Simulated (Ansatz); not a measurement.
# InP in Ansatz: the effect of functional

The system is InP.

```
In P
1.0
     0.00000    2.93050    2.93050
     2.93050    0.00000    2.93050
     2.93050    2.93050    0.00000
In P
1 1
Direct
  0.00000 0.00000 0.00000
  0.75000 0.75000 0.75000
```

Alike in all runs:

```yaml
Program: Ansatz 0.2.0
Task: band structure
Potentials_or_basis: all-electron LAPW, scalar-relativistic
Basis_error_allowed: 0.001 eV/atom
k_mesh: 8 × 8 × 8
Occupations: fermi-dirac, width 0.05 eV
Spin: no spin polarisation
```

One run gave: gap on the mesh 0.48 eV; pressure -1.2 GPa. Which functional did it use?
A. LDA
B. BLYP
C. RPBE
D. revPBE
E. PBEsol

A.

```tsv
functional	cutoff	gap on the mesh (eV)	pressure (GPa)
LDA	245 eV (chosen from the basis error)	0.48	-1.2
PBEsol	245 eV (chosen from the basis error)	0.61	0.6
RPBE	244 eV (chosen from the basis error)	0.85	5.2
revPBE	244 eV (chosen from the basis error)	0.81	4.7
BLYP	245 eV (chosen from the basis error)	0.60	6.7
```

Caveats: spin-orbit coupling is left out, which moves the levels of the heavy elements.

Runs at the PBE level aren't shown here.
